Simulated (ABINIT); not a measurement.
PbS (Galena) in ABINIT: convergence with cutoff

Input of the first run (cutoff 9 Ha); the others differ in this setting and in those tied to it:

run.abi

```
pp_dirpath "./"
pseudos "Pb.LDA_PW-JTH.xml, S.LDA_PW-JTH.xml"

acell 3*1.0
rprim
     0.0000000000     5.6044552541     5.6044552541
     5.6044552541     0.0000000000     5.6044552541
     5.6044552541     5.6044552541     0.0000000000
ntypat 2
znucl 82 16
natom 2
typat 1 2
xred
     0.0000000000     0.0000000000     0.0000000000
     0.5000000000     0.5000000000     0.5000000000

ecut 9.0
pawecutdg 57.2

kptopt 1
ngkpt 8 8 8
nshiftk 1
shiftk 0.0 0.0 0.0

ixc 7

nband 14
occopt 4
tsmear 0.05 eV

nstep 100
tolvrs 1.0e-9

iomode 3
prtwf 0
prtden 0
prteig 0
prtebands 0
```

Potentials or basis: JTH PAW LDA v2.0.

Command:

```sh
$ abinit run.abi > log 2>&1
```

Hardware: 1 thread of Intel(R) Xeon(R) Platinum 8259CL CPU @ 2.50GHz (Skylake/Cascade Lake), with other jobs on the host.

| cutoff | energy less the tightest run (meV/atom) | gap on the mesh (eV) | SCF cycles | CPU time (s) | peak memory (GiB) |
| --- | --- | --- | --- | --- | --- |
| 9 Ha | 562.09 | 0.235 | 12 | 11 | 0.1 |
| 11 Ha | 160.33 | 0.237 | 13 | 13 | 0.1 |
| 13 Ha | 93.00 | 0.234 | 13 | 16 | 0.1 |
| 15.5 Ha | 78.18 | 0.231 | 13 | 22 | 0.11 |
| 18.5 Ha | 28.04 | 0.230 | 14 | 26 | 0.11 |
| 22 Ha | 13.99 | 0.229 | 15 | 38 | 0.12 |
| 25.5 Ha | 9.59 | 0.229 | 16 | 54 | 0.13 |
| 29.5 Ha | 1.33 | 0.229 | 16 | 60 | 0.14 |
| 35 Ha | 0.00 | 0.229 | 17 | 91 | 0.16 |

Against the tightest run, the gap on the mesh stays within 0.01 eV from 9 Ha on. Not settled before the last step: the energy (to 1 meV/atom). The tightest run that finished is the yardstick and may itself not be fully converged.

Caveat, for the tightest run too: spin-orbit coupling is left out, which as a rule narrows the gap of such compounds by several tenths of an eV.
